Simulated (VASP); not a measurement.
# SnTe (Fm-3m) in VASP: notebook

One crystal, SnTe, is run at these levels: PBE; tasks: single point.

Program: VASP 6.6.1. These are calculated values, not measurements. Logs are shortened: lines on timing, memory, paths and dates and some standing lists are left out, and cuts for length are marked.

### 1 Starting point

The structure is cubic, space group Fm-3m (No. 225). The conventional cell has a = 6.302 Å, b = 6.302 Å, c = 6.302 Å, α = 90.00°, β = 90.00°, γ = 90.00°. Around Te (site symmetry m-3m) lie 6 Sn at 3.15 Å. Sn (site symmetry m-3m) is surrounded by 6 Te at 3.15 Å.

### 2 Single point, PBE

INCAR

```
SYSTEM = SnTe
ADDGRID  = .False.      
ALGO     = Normal         ! electronic algorithm
EDIFF    = 1E-8           ! SCF threshold, eV
ENCUT    = 900            ! plane-wave cutoff, eV
GGA      = PE             ! functional
ISIF     = 2              ! what is computed and relaxed
ISMEAR   = 0              ! smearing method
LASPH    = .True.         ! aspherical terms in the spheres
LCHARG   = .False.        ! write CHGCAR
LREAL    = .False.        ! projectors in reciprocal space
LWAVE    = .False.        ! write WAVECAR
NELM     = 100            ! most SCF steps
PREC     = Accurate       ! precision mode
SIGMA    = 0.05           ! smearing width, eV
```

KPOINTS

```
k-points
0
Gamma
  11 11 11
  0 0 0
```

POSCAR

```
SnTe
1.0
    0.0000000000      3.1508500000      3.1508500000
    3.1508500000      0.0000000000      3.1508500000
    3.1508500000      3.1508500000      0.0000000000
Te Sn
1 1
Direct
    0.5000000000      0.5000000000      0.5000000000
    0.0000000000      0.0000000000      0.0000000000
```

Potentials or basis: VASP PAW PBE potentials, release 64 (Te, Sn_d).

On the command line:

```
cat potpaw_PBE.64/Te/POTCAR potpaw_PBE.64/Sn_d/POTCAR > POTCAR
mpirun -np 1 vasp_std > vasp.out
```

OUTCAR:

```text
SYSTEM = SnTe
   EDIFF = 1E-8
   ENCUT = 900
   GGA = PE
   ISIF = 2
   ISMEAR = 0
   LASPH = .True.
   LREAL = .False.
   NELM = 100
   PREC = Accurate

 ion  position               nearest neighbor table
   1  0.500  0.500  0.500-   2 3.15   2 3.15   2 3.15   2 3.15   2 3.15   2 3.15
   2  0.000  0.000  0.000-   1 3.15   1 3.15   1 3.15   1 3.15   1 3.15   1 3.15

  LATTYP: Found a face centered cubic cell.
 ALAT       =     6.3017000000

  Lattice vectors:

 A1 = (   0.0000000000,   3.1508500000,   3.1508500000)
 A2 = (   3.1508500000,   0.0000000000,   3.1508500000)
 A3 = (   3.1508500000,   3.1508500000,   0.0000000000)

Analysis of symmetry for initial positions (statically):
=====================================================================
 Subroutine PRICEL returns:
 Original cell was already a primitive cell.

 Routine SETGRP: Setting up the symmetry group for a
 face centered cubic supercell.

 Subroutine GETGRP returns: Found 48 space group operations
 (whereof 48 operations were pure point group operations)
 out of a pool of 48 trial point group operations.

The static configuration has the point symmetry O_h .

Analysis of symmetry for dynamics (positions and initial velocities):
=====================================================================
 Subroutine PRICEL returns:
 Original cell was already a primitive cell.

 Routine SETGRP: Setting up the symmetry group for a
 face centered cubic supercell.

 Subroutine GETGRP returns: Found 48 space group operations
 (whereof 48 operations were pure point group operations)
 out of a pool of 48 trial point group operations.

The dynamic configuration has the point symmetry O_h .

 Subroutine INISYM returns: Found 48 space group operations
 (whereof 48 operations are pure point group operations),
 and found     1 'primitive' translations

----------------------------------------------------------------------------------------

                                     Primitive cell

  volume of cell :      62.5624

  direct lattice vectors                    reciprocal lattice vectors
     0.000000000  3.150850000  3.150850000    -0.158687338  0.158687338  0.158687338
     3.150850000  0.000000000  3.150850000     0.158687338 -0.158687338  0.158687338
     3.150850000  3.150850000  0.000000000     0.158687338  0.158687338 -0.158687338

  length of vectors
     4.455974803  4.455974803  4.455974803     0.274854533  0.274854533  0.274854533

  position of ions in fractional coordinates (direct lattice)
     0.500000000  0.500000000  0.500000000
     0.000000000  0.000000000  0.000000000

  ion indices of the primitive-cell ions
   primitive index   ion index
                 1           1
                 2           2

----------------------------------------------------------------------------------------

 KPOINTS: k-points

Automatic generation of k-mesh.
 Grid dimensions read from file:
 generate k-points for:   11   11   11

 Generating k-lattice:

  Cartesian coordinates                     Fractional coordinates (reciprocal lattice)
    -0.014426122  0.014426122  0.014426122     0.090909091  0.000000000  0.000000000
     0.014426122 -0.014426122  0.014426122     0.000000000  0.090909091  0.000000000
     0.014426122  0.014426122 -0.014426122     0.000000000  0.000000000  0.090909091

  Length of vectors
     0.024986776  0.024986776  0.024986776

  Shift w.r.t. Gamma in fractional coordinates (k-lattice)
     0.000000000  0.000000000  0.000000000

 Subroutine IBZKPT returns following result:
 ===========================================

 Found     56 irreducible k-points:

 Following reciprocal coordinates:
            Coordinates               Weight
  0.000000  0.000000  0.000000      1.000000
  0.090909  0.000000  0.000000      8.000000
  0.181818  0.000000  0.000000      8.000000
  0.272727  0.000000  0.000000      8.000000
  0.363636  0.000000  0.000000      8.000000
  0.454545  0.000000  0.000000      8.000000
[... 16 lines left out ...]
 -0.272727  0.181818  0.000000     24.000000
 -0.181818  0.181818  0.000000     12.000000
 [... further k-points ...]
   k-points           NKPTS =     56   k-points in BZ     NKDIM =     56   number of bands    NBANDS=     14
   number of dos      NEDOS =    301   number of ions     NIONS =      2
   total plane-waves  NPLWV = 110592
   dimension x,y,z NGX =    48 NGY =   48 NGZ =   48
   dimension x,y,z NGXF=    96 NGYF=   96 NGZF=   96
   ions per type =               1   1
   NGX,Y,Z   is equivalent  to a cutoff of  17.91, 17.91, 17.91 a.u.
   NGXF,Y,Z  is equivalent  to a cutoff of  35.82, 35.82, 35.82 a.u.
 SYSTEM =  SnTe
   PREC   = accura    normal or accurate (medium, high low for compatibility)
   ISTART =      0    job   : 0-new  1-cont  2-samecut
   ICHARG =      2    charge: 1-file 2-atom 10-const
   ISPIN  =      1    spin polarized calculation?
   LNONCOLLINEAR =      F non collinear calculations
   LSORBIT =      F    spin-orbit coupling
   LASPH  =      T    aspherical Exc in radial PAW
   ENCUT  =  900.0 eV  66.15 Ry    8.13 a.u.  10.90 10.90 10.90*2*pi/ulx,y,z
   NELM   =    100;   NELMIN=  2; NELMDL= -5     # of ELM steps
   EDIFF  = 0.1E-07   stopping-criterion for ELM
   LREAL  =      F    real-space projection
   EDIFFG = 0.1E-06   stopping-criterion for IOM
   NSW    =      0    number of steps for IOM
   IBRION =     -1    ionic relax: 0-MD 1-quasi-New 2-CG
   NFREE  =      0    steps in history (QN), initial steepest desc. (CG)
   ISIF   =      2    stress and relaxation
   ISYM   =      2    0-nonsym 1-usesym 2-fastsym
   POTIM  = 0.5000    time-step for ionic-motion
   TEBEG  =    0.0;   TEEND  =   0.0 temperature during run
   PSTRESS=    0.0 pullay stress
   NELECT =      20.0000    total number of electrons
   NUPDOWN=      -1.0000    fix difference up-down
   EMIN   =  10.00;   EMAX   =-10.00  energy-range for DOS
   EFERMI =   0.00;   METHOD = LEGACY
   ISMEAR =     0;   SIGMA  =   0.05  broadening in eV -4-tet -1-fermi 0-gaus
   EFERMI_NEDOS =   21; number of points for ismear=-14 and -15
   IALGO  =     38    algorithm
   IMIX   =      4    mixing-type and parameters
     AMIX     =   0.40;   BMIX     =  1.00
     AMIX_MAG =   1.60;   BMIX_MAG =  1.00
  volume/ion in A,a.u.               =      31.28       211.10
  Fermi-wavevector in a.u.,A,eV,Ry     =   1.119387  2.115336 17.048485  1.253028
  Thomas-Fermi vector in A             =   2.256026
   LORBIT       =      0    0 simple, 1 ext, 2 COOP (PROOUT), +10 PAW based schemes
   GGA     = PE    functional components
   LHFCALC =     F    Hartree Fock is set to
   AEXX    =    0.0000 exact exchange contribution
   IVDW    =     0    specifies the selected vdW correction
   LEPSILON=     F    determine dielectric tensor
   LRPA    =     F    only Hartree local field effects (RPA)
 non-spin polarized calculation
 Gauss-broadening in eV      SIGMA  =   0.05
  energy-cutoff  :      900.00
  volume of cell :       62.56
 maximum number of plane-waves:      3855
 NGX is ok and might be reduce to    48
   NGX = 21   NGY = 21   NGZ = 21

 number of electron      19.9999999 magnetization

 Free energy of the ion-electron system (eV)
  ---------------------------------------------------
  ext. energy  EPLUGINS =         0.00000000
  ---------------------------------------------------
  free energy    TOTEN  =        -7.54337704 eV

  energy without entropy =       -7.54337704  energy(sigma->0) =       -7.54337704

 E-fermi :   7.0189     XC(G=0):  -9.4936

 val. band max:        6.8186872193   @ k =   0.4545   0.0000   0.0000
 cond. band min:       7.2432947417   @ k =   0.4545   0.0000   0.0000
 fundamental gap:      0.4246075224
 Fermi energy:         7.0189355744

 k-point     1 :       0.0000    0.0000    0.0000
  band No.  band energies     occupation
      1     -14.9440      2.00000
      2     -14.9440      2.00000
      3     -14.9383      2.00000
      4     -14.9383      2.00000
      5     -14.9383      2.00000
      6      -5.8455      2.00000
      7       2.2816      2.00000
      8       4.8137      2.00000
      9       4.8137      2.00000
     10       4.8137      2.00000
     11      10.3091      0.00000
     12      10.3091      0.00000
     13      10.3091      0.00000
     14      11.7085      0.00000

 k-point     2 :       0.0909    0.0000    0.0000
  band No.  band energies     occupation
      1     -14.9444      2.00000
      2     -14.9444      2.00000
      3     -14.9382      2.00000
      4     -14.9379      2.00000
      5     -14.9379      2.00000
      6      -5.7755      2.00000
      7       1.8684      2.00000
      8       4.8255      2.00000
      9       4.8255      2.00000
     10       5.1145      2.00000
     11       9.9076      0.00000
     12       9.9076      0.00000
     13       9.9291      0.00000
     14      11.6548      0.00000

 k-point     3 :       0.1818    0.0000    0.0000
  band No.  band energies     occupation
      1     -14.9454      2.00000
      2     -14.9454      2.00000
      3     -14.9378      2.00000
      4     -14.9365      2.00000
      5     -14.9365      2.00000
      6      -5.5715      2.00000
      7       1.0010      2.00000
      8       4.8658      2.00000
      9       4.8658      2.00000
     10       5.6529      2.00000
     11       9.1222      0.00000
     12       9.1222      0.00000
     13       9.1767      0.00000
     14      11.7515      0.00000
[... 324 lines left out ...]
 k-point    23 :      -0.2727    0.1818    0.0000
  band No.  band energies     occupation
      1     -14.9485      2.00000
      2     -14.9480      2.00000
      3     -14.9361      2.00000
      4     -14.9334      2.00000
      5     -14.9327      2.00000
      6      -4.8235      2.00000
      7      -0.5155      2.00000
      8       3.2560      2.00000
      9       5.1612      2.00000
     10       6.3189      2.00000
     11       7.6616      0.00000
     12       7.7361      0.00000
     13      10.6693      0.00000
     14      12.5586      0.00000

 k-point    24 :      -0.1818    0.1818    0.0000
  band No.  band energies     occupation
      1     -14.9476      2.00000
      2     -14.9465      2.00000
      3     -14.9371      2.00000
      4     -14.9350      2.00000
      5     -14.9334      2.00000
      6      -5.1547      2.00000
      7       0.0662      2.00000
      8       3.6042      2.00000
      9       5.3414      2.00000
     10       6.6733      2.00000
     11       7.5545      0.00000
     12       7.7260      0.00000
     13      10.5607      0.00000
     14      12.1017      0.00000

 [... further k-points ...]

------------------------ aborting loop because EDIFF is reached ----------------------------------------

  FORCE on cell =-STRESS in cart. coord.  units (eV):
  Direction    XX          YY          ZZ          XY          YZ          ZX
  --------------------------------------------------------------------------------------
  -------------------------------------------------------------------------------------
  Total        0.9006304      0.9006304      0.9006304      0.0000000      0.0000000      0.0000000
  in kB       23.0644990     23.0644990     23.0644990      0.0000000      0.0000000      0.0000000
  external PRESSURE =      23.0644990 kB  Pullay stress =       0.0000000 kB

 VOLUME and BASIS-vectors are now :
 -----------------------------------------------------------------------------
  energy-cutoff  :      900.00
  volume of cell :       62.56
      direct lattice vectors                 reciprocal lattice vectors
     0.000000000  3.150850000  3.150850000    -0.158687338  0.158687338  0.158687338
     3.150850000  0.000000000  3.150850000     0.158687338 -0.158687338  0.158687338
     3.150850000  3.150850000  0.000000000     0.158687338  0.158687338 -0.158687338

 POSITION                                       TOTAL-FORCE (eV/Angst)
 -----------------------------------------------------------------------------------
      3.15085      3.15085      3.15085         0.000000      0.000000     -0.000000
      0.00000      0.00000      0.00000        -0.000000      0.000000      0.000000
 -----------------------------------------------------------------------------------
    total drift:                                0.000000     -0.000000     -0.000000

  FREE ENERGIE OF THE ION-ELECTRON SYSTEM (eV)
  ---------------------------------------------------
  free  energy   TOTEN  =        -7.5433770397 eV

  energy  without entropy=       -7.5433770397  energy(sigma->0) =       -7.54337704
```

Wall time 92 s (1 thread of Intel Xeon Platinum 8488C (Sapphire Rapids), shared host); peak memory 0.38 GiB.

Results:

```
Free energy : -7.5434 eV
Pressure    : 2.3 GPa
```

Caveat: this odd mesh misses L, where the gap lies, so gap, dielectric constants and Born charges aren't listed. The run has no spin-orbit coupling, so splittings on Te are missing.

(Continued in part 2 of 2.)
